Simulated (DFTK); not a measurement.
The system is Nb.

```
Nb
1.0
    -1.66395    1.66395    1.66395
     1.66395   -1.66395    1.66395
     1.66395    1.66395   -1.66395
Nb
1
Direct
  0.00000 0.00000 0.00000
```

Base run:

| Item | Value |
| --- | --- |
| Program | DFTK 0.8.2 |
| Functional | PBEsol |
| Potentials or basis | SG15 1.2 (PBE) |
| Cutoff | 1225 eV |
| k mesh | 11 × 11 × 11 |
| Occupations | fermi-dirac, width 0.05 eV |
| Spin | no spin polarisation |

Its results: band gap on the k mesh none (metal or under the smearing width); pressure -7.3 GPa.

**Question.** The run is repeated on the same cell with these changes: functional from PBEsol to LDA. What comes out?

**Answer.** Band gap on the k mesh none (metal or under the smearing width); pressure -10.7 GPa.

LDA binds more tightly than PBEsol, so the same cell stands under less pressure.

Caveats: the potentials were made for another functional, which shifts forces and pressure.
